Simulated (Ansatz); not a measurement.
O:

```
O
1.0
     2.85140   -1.66242    0.00000
     2.85140    1.66242    0.00000
    -2.39449    0.00000    3.64705
O
2
Direct
  0.97455 0.97455 0.84443
  0.02545 0.02545 0.15557
```

Base run:

* Program: Ansatz 0.2.0
* Functional: PBEsol
* Potentials or basis: all-electron LAPW, scalar-relativistic
* Cutoff: 871 eV (chosen from the basis error)
* Basis error allowed: 0.001 eV/atom
* k mesh: 10 × 10 × 7
* Occupations: gaussian, width 0.02 eV
* Spin: no spin polarisation

Its results: band gap on the k mesh none (metal or under the smearing width); pressure -3.8 GPa; largest force 0.793 eV/Å.

Q: The run is repeated on the same cell with these changes: functional from PBEsol to LDA. What comes out?

A: Band gap on the k mesh none (metal or under the smearing width); pressure -6.4 GPa; largest force 1.298 eV/Å.

LDA binds more tightly than PBEsol, so the same cell stands under less pressure.

Caveats: spin is off for a triplet molecule; forces of over 1 eV/Å show positions far from the minimum, so gaps and moduli don't describe the material at rest (some runs).
